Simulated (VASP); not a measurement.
# SnO2 (R-3m) in VASP: further runs

The runs below take SnO2 through single point, with PBE.

All numbers are computed with VASP 6.6.1; they aren't measurements. Logs are shortened: lines on timing, memory, paths and dates and some standing lists are left out, and cuts for length are marked.

## 1. Starting point

It takes space group R-3m (No. 166, trigonal). Conventional cell: a = 3.234 Å, b = 3.234 Å, c = 14.402 Å, α = 90.00°, β = 90.00°, γ = 120.00°. Sn (site symmetry -3m) is surrounded by 6 O at 2.13 Å. O (site symmetry 3m) is surrounded by 3 Sn at 2.13 Å.

Measurements of this composition are mostly on another form, of space group No. 136.

## 2. Single point, PBE

Contents of INCAR:

```
SYSTEM = SnO2
  PREC = Accurate
  ENCUT = 520
  EDIFF = 1E-6
  ISMEAR = 0
  SIGMA = 0.01
  LREAL = .FALSE.
  LASPH = .TRUE.
  NELM = 100
  ALGO = Normal
  ISIF = 2
  LWAVE = .FALSE.
  LCHARG = .FALSE.
  GGA = PE
  NBANDS = 20
```

Contents of KPOINTS:

```
regular mesh
0
G
  6 6 6
  0 0 0
```

Contents of POSCAR:

```
SnO2
1.0
    1.6170930000      0.9336290000      4.8005930000
   -1.6170930000      0.9336290000      4.8005930000
    0.0000000000     -1.8672580000      4.8005930000
Sn O
1 2
Direct
    0.5000000000      0.5000000000      0.5000000000
    0.2371700000      0.2371700000      0.2371700000
    0.7628300000      0.7628300000      0.7628300000
```

Potentials or basis: VASP PAW PBE potentials, release 64 (Sn_d, O).

The run is started by

```console
$ cat potpaw_PBE.64/Sn_d/POTCAR potpaw_PBE.64/O/POTCAR > POTCAR
$ mpirun -np 1 vasp_std > vasp.out
```

OUTCAR:

```text
SYSTEM = SnO2
   PREC = Accurate
   ENCUT = 520
   EDIFF = 1E-6
   ISMEAR = 0
   LREAL = .FALSE.
   LASPH = .TRUE.
   NELM = 100
   ISIF = 2
   GGA = PE

 ion  position               nearest neighbor table
   1  0.500  0.500  0.500-   2 2.13   3 2.13   2 2.13   2 2.13   3 2.13   3 2.13
   2  0.237  0.237  0.237-   1 2.13   1 2.13   1 2.13
   3  0.763  0.763  0.763-   1 2.13   1 2.13   1 2.13

  LATTYP: Found a trigonal (rhomboedric) cell.
 ALAT       =     5.1509558367
 COS(alpha) =     0.8028828836

  Lattice vectors:

 A1 = (   1.6170930000,   0.9336290000,   4.8005930000)
 A2 = (  -1.6170930000,   0.9336290000,   4.8005930000)
 A3 = (   0.0000000000,  -1.8672580000,   4.8005930000)

Analysis of symmetry for initial positions (statically):
=====================================================================
 Subroutine PRICEL returns:
 Original cell was already a primitive cell.

 Routine SETGRP: Setting up the symmetry group for a
 trigonal (rhombohedral) supercell.

 Subroutine GETGRP returns: Found 12 space group operations
 (whereof 12 operations were pure point group operations)
 out of a pool of 12 trial point group operations.

The static configuration has the point symmetry D_3d.

Analysis of symmetry for dynamics (positions and initial velocities):
=====================================================================
 Subroutine PRICEL returns:
 Original cell was already a primitive cell.

 Routine SETGRP: Setting up the symmetry group for a
 trigonal (rhombohedral) supercell.

 Subroutine GETGRP returns: Found 12 space group operations
 (whereof 12 operations were pure point group operations)
 out of a pool of 12 trial point group operations.

The dynamic configuration has the point symmetry D_3d.

 Subroutine INISYM returns: Found 12 space group operations
 (whereof 12 operations are pure point group operations),
 and found     1 'primitive' translations

----------------------------------------------------------------------------------------

                                     Primitive cell

  volume of cell :      43.4866

  direct lattice vectors                    reciprocal lattice vectors
     1.617093000  0.933629000  4.800593000     0.309196812  0.178514878  0.069435866
    -1.617093000  0.933629000  4.800593000    -0.309196812  0.178514878  0.069435866
     0.000000000 -1.867258000  4.800593000     0.000000000 -0.357029755  0.069435866

  length of vectors
     5.150955837  5.150955837  5.150955794     0.363719080  0.363719080  0.363719103

  position of ions in fractional coordinates (direct lattice)
     0.500000000  0.500000000  0.500000000
     0.237170000  0.237170000  0.237170000
     0.762830000  0.762830000  0.762830000

  ion indices of the primitive-cell ions
   primitive index   ion index
                 1           1
                 2           2
                 3           3

----------------------------------------------------------------------------------------

 KPOINTS: regular mesh

Automatic generation of k-mesh.
 Grid dimensions read from file:
 generate k-points for:    6    6    6

 Generating k-lattice:

  Cartesian coordinates                     Fractional coordinates (reciprocal lattice)
     0.051532802  0.029752480  0.011572644     0.166666667  0.000000000  0.000000000
    -0.051532802  0.029752480  0.011572644     0.000000000  0.166666667  0.000000000
     0.000000000 -0.059504959  0.011572644     0.000000000  0.000000000  0.166666667

  Length of vectors
     0.060619847  0.060619847  0.060619850

  Shift w.r.t. Gamma in fractional coordinates (k-lattice)
     0.000000000  0.000000000  0.000000000

 Subroutine IBZKPT returns following result:
 ===========================================

 Found     32 irreducible k-points:

 Following reciprocal coordinates:
            Coordinates               Weight
  0.000000  0.000000  0.000000      1.000000
  0.166667  0.000000  0.000000      6.000000
  0.333333  0.000000 -0.000000      6.000000
  0.500000  0.000000 -0.000000      3.000000
  0.166667  0.166667  0.000000      6.000000
  0.333333  0.166667 -0.000000     12.000000
[... 16 lines left out ...]
  0.500000  0.500000  0.166667      6.000000
 -0.333333  0.500000  0.166667     12.000000
 [... further k-points ...]
   k-points           NKPTS =     32   k-points in BZ     NKDIM =     32   number of bands    NBANDS=     20
   number of dos      NEDOS =    301   number of ions     NIONS =      3
   total plane-waves  NPLWV =  64000
   dimension x,y,z NGX =    40 NGY =   40 NGZ =   40
   dimension x,y,z NGXF=    80 NGYF=   80 NGZF=   80
   ions per type =               1   2
   NGX,Y,Z   is equivalent  to a cutoff of  12.91, 12.91, 12.91 a.u.
   NGXF,Y,Z  is equivalent  to a cutoff of  25.82, 25.82, 25.82 a.u.
 SYSTEM =  SnO2
   PREC   = accura    normal or accurate (medium, high low for compatibility)
   ISTART =      0    job   : 0-new  1-cont  2-samecut
   ICHARG =      2    charge: 1-file 2-atom 10-const
   ISPIN  =      1    spin polarized calculation?
   LNONCOLLINEAR =      F non collinear calculations
   LSORBIT =      F    spin-orbit coupling
   LASPH  =      T    aspherical Exc in radial PAW
   ENCUT  =  520.0 eV  38.22 Ry    6.18 a.u.   9.58  9.58  9.58*2*pi/ulx,y,z
   NELM   =    100;   NELMIN=  2; NELMDL= -5     # of ELM steps
   EDIFF  = 0.1E-05   stopping-criterion for ELM
   LREAL  =      F    real-space projection
   EDIFFG = 0.1E-04   stopping-criterion for IOM
   NSW    =      0    number of steps for IOM
   IBRION =     -1    ionic relax: 0-MD 1-quasi-New 2-CG
   NFREE  =      0    steps in history (QN), initial steepest desc. (CG)
   ISIF   =      2    stress and relaxation
   ISYM   =      2    0-nonsym 1-usesym 2-fastsym
   POTIM  = 0.5000    time-step for ionic-motion
   TEBEG  =    0.0;   TEEND  =   0.0 temperature during run
   PSTRESS=    0.0 pullay stress
   NELECT =      26.0000    total number of electrons
   NUPDOWN=      -1.0000    fix difference up-down
   EMIN   =  10.00;   EMAX   =-10.00  energy-range for DOS
   EFERMI =   0.00;   METHOD = LEGACY
   ISMEAR =     0;   SIGMA  =   0.01  broadening in eV -4-tet -1-fermi 0-gaus
   EFERMI_NEDOS =   21; number of points for ismear=-14 and -15
   IALGO  =     38    algorithm
   IMIX   =      4    mixing-type and parameters
     AMIX     =   0.40;   BMIX     =  1.00
     AMIX_MAG =   1.60;   BMIX_MAG =  1.00
  volume/ion in A,a.u.               =      14.50        97.82
  Fermi-wavevector in a.u.,A,eV,Ry     =   1.379158  2.606231 25.879338  1.902078
  Thomas-Fermi vector in A             =   2.504154
   LORBIT       =      0    0 simple, 1 ext, 2 COOP (PROOUT), +10 PAW based schemes
   GGA     = PE    functional components
   LHFCALC =     F    Hartree Fock is set to
   AEXX    =    0.0000 exact exchange contribution
   IVDW    =     0    specifies the selected vdW correction
   LEPSILON=     F    determine dielectric tensor
   LRPA    =     F    only Hartree local field effects (RPA)
 non-spin polarized calculation
 Gauss-broadening in eV      SIGMA  =   0.01
  energy-cutoff  :      520.00
  volume of cell :       43.49
 maximum number of plane-waves:      1188
 NGX is ok and might be reduce to    40
   NGX = 19   NGY = 19   NGZ = 19

 number of electron      26.0000004 magnetization

 Free energy of the ion-electron system (eV)
  ---------------------------------------------------
  ext. energy  EPLUGINS =         0.00000000
  ---------------------------------------------------
  free energy    TOTEN  =       -18.19940564 eV

  energy without entropy =      -18.19940564  energy(sigma->0) =      -18.19940564

 E-fermi :   3.3615     XC(G=0):  -9.9904

 val. band max:        3.3029997955   @ k =  -0.1667   0.1667   0.0000
 cond. band min:       5.2165873294   @ k =   0.0000   0.0000   0.0000
 fundamental gap:      1.9135875339
 Fermi energy:         3.3615071453

 k-point     1 :       0.0000    0.0000    0.0000
  band No.  band energies     occupation
      1     -16.7100      2.00000
      2     -16.5013      2.00000
      3     -16.5013      2.00000
      4     -16.3267      2.00000
      5     -16.3267      2.00000
      6     -14.6301      2.00000
[... 12 lines left out ...]
     19      20.4166      0.00000
     20      20.4166      0.00000

 k-point     2 :       0.1667    0.0000    0.0000
  band No.  band energies     occupation
      1     -16.7332      2.00000
      2     -16.5859      2.00000
      3     -16.4525      2.00000
      4     -16.3647      2.00000
      5     -16.3228      2.00000
      6     -14.4293      2.00000
[... 12 lines left out ...]
     19      17.5526      0.00000
     20      20.6095      0.00000

 k-point     3 :       0.3333    0.0000   -0.0000
  band No.  band energies     occupation
      1     -17.1034      2.00000
      2     -16.4667      2.00000
      3     -16.4148      2.00000
      4     -16.3560      2.00000
      5     -16.2521      2.00000
      6     -13.8558      2.00000
[... 12 lines left out ...]
     19      16.1304      0.00000
     20      18.7866      0.00000

 k-point     4 :       0.5000    0.0000   -0.0000
  band No.  band energies     occupation
      1     -17.2672      2.00000
      2     -16.4720      2.00000
      3     -16.4183      2.00000
      4     -16.2954      2.00000
      5     -16.1926      2.00000
      6     -13.4458      2.00000
[... 429 lines left out ...]
 k-point    23 :       0.5000    0.5000    0.1667
  band No.  band energies     occupation
      1     -17.1036      2.00000
      2     -16.4664      2.00000
      3     -16.4142      2.00000
      4     -16.3566      2.00000
      5     -16.2521      2.00000
      6     -13.8291      2.00000
[... 12 lines left out ...]
     19      15.9848      0.00000
     20      19.4730      0.00000

 k-point    24 :      -0.3333    0.5000    0.1667
  band No.  band energies     occupation
      1     -17.1312      2.00000
      2     -16.5927      2.00000
      3     -16.4271      2.00000
      4     -16.3339      2.00000
      5     -16.2490      2.00000
      6     -13.2235      2.00000
[... 12 lines left out ...]
     19      17.0490      0.00000
     20      19.1292      0.00000

 [... further k-points ...]

------------------------ aborting loop because EDIFF is reached ----------------------------------------

  FORCE on cell =-STRESS in cart. coord.  units (eV):
  Direction    XX          YY          ZZ          XY          YZ          ZX
  --------------------------------------------------------------------------------------
  -------------------------------------------------------------------------------------
  Total        0.0659678      0.0659678     -0.1563590      0.0000000     -0.0000000      0.0000000
  in kB        2.4304541      2.4304537     -5.7607349      0.0000000     -0.0000000      0.0000000
  external PRESSURE =      -0.2999424 kB  Pullay stress =       0.0000000 kB

 VOLUME and BASIS-vectors are now :
 -----------------------------------------------------------------------------
  energy-cutoff  :      520.00
  volume of cell :       43.49
      direct lattice vectors                 reciprocal lattice vectors
     1.617093000  0.933629000  4.800593000     0.309196812  0.178514878  0.069435866
    -1.617093000  0.933629000  4.800593000    -0.309196812  0.178514878  0.069435866
     0.000000000 -1.867258000  4.800593000     0.000000000 -0.357029755  0.069435866

 POSITION                                       TOTAL-FORCE (eV/Angst)
 -----------------------------------------------------------------------------------
      0.00000      0.00000      7.20089        -0.000000      0.000000     -0.000000
      0.00000      0.00000      3.41567         0.000000     -0.000000     -0.083361
      0.00000      0.00000     10.98611         0.000000      0.000000      0.083361
 -----------------------------------------------------------------------------------
    total drift:                                0.000000      0.000000      0.000000

  FREE ENERGIE OF THE ION-ELECTRON SYSTEM (eV)
  ---------------------------------------------------
  free  energy   TOTEN  =       -18.1994056438 eV

  energy  without entropy=      -18.1994056438  energy(sigma->0) =      -18.19940564
```

It took 29 s on 1 thread of Intel Xeon Platinum 8488C (Sapphire Rapids), shared host; peak memory 0.23 GiB.

Results:

- Free energy: -18.1994 eV
- Pressure: 0.0 GPa
- Largest force: 0.083 eV/Å
- Band gap on the k mesh: 1.91 eV, indirect (least direct gap 2.03 eV)

Forces in eV/Å, atoms in the order of the input:
```
Sn   0.000  0.000  0.000
O    0.000  0.000 -0.083
O    0.000  0.000  0.083
```

Stress tensor (GPa, compression positive):
```
 0.24  0.00  0.00
 0.00  0.24  0.00
 0.00  0.00 -0.58
```

Caveat: spin-orbit coupling is left out, which moves the levels of the heavy elements. A k mesh can miss the band edges.

## 3. Single point, PBE

Contents of INCAR:

```
  ALGO = Normal
  EDIFF = 1E-6
  ENCUT = 520
  GGA = PE
  ISIF = 2
  ISMEAR = 0
  LASPH = True
  LCHARG = False
  LREAL = False
  LWAVE = False
  NBANDS = 20
  NELM = 100
  PREC = Accurate
  SIGMA = 0.01
```

Contents of KPOINTS:

```
k-points
0
Gamma
  6 6 6
```

POSCAR is that of step 2.

Potentials or basis: VASP PAW PBE potentials, release 64 (Sn_d, O).

The run is started by

```console
$ cat potpaw_PBE.64/Sn_d/POTCAR potpaw_PBE.64/O/POTCAR > POTCAR
$ mpirun -np 1 vasp_std > vasp.out
```

Run time: 30 s. Hardware: 1 thread of Intel Xeon Platinum 8488C (Sapphire Rapids), shared host; peak memory 0.23 GiB.

Results (log left out):

| Property | Result |
| --- | --- |
| Free energy | -18.1994 eV |
| Pressure | 0.0 GPa |
| Largest force | 0.083 eV/Å |
| Band gap on the k mesh | 1.91 eV, indirect (least direct gap 2.03 eV) |

Forces on the atoms (eV/Å):
```
Sn   0.000  0.000  0.000
O    0.000  0.000 -0.083
O    0.000  0.000  0.083
```

Stress tensor (GPa, compression positive):
```
 0.24  0.00  0.00
 0.00  0.24  0.00
 0.00  0.00 -0.58
```

Levels at points of the mesh, in eV from the valence-band top:
```tsv
k point	band 11	band 12	band 13	band 14	band 15	band 16
(0.00, 0.00, 0.00)	-0.89	-0.89	-0.11	1.91	5.71	11.01
(0.50, 0.00, 0.00)	-1.46	-0.59	-0.55	5.29	7.70	10.04
(0.50, 0.50, 0.00)	-1.13	-0.45	-0.02	5.03	6.90	10.69
(0.50, 0.50, 0.50)	-1.25	-0.84	-0.84	3.16	5.64	11.19
```

Caveat: spin-orbit coupling is left out, which moves the levels of the heavy elements. A k mesh can miss the band edges.
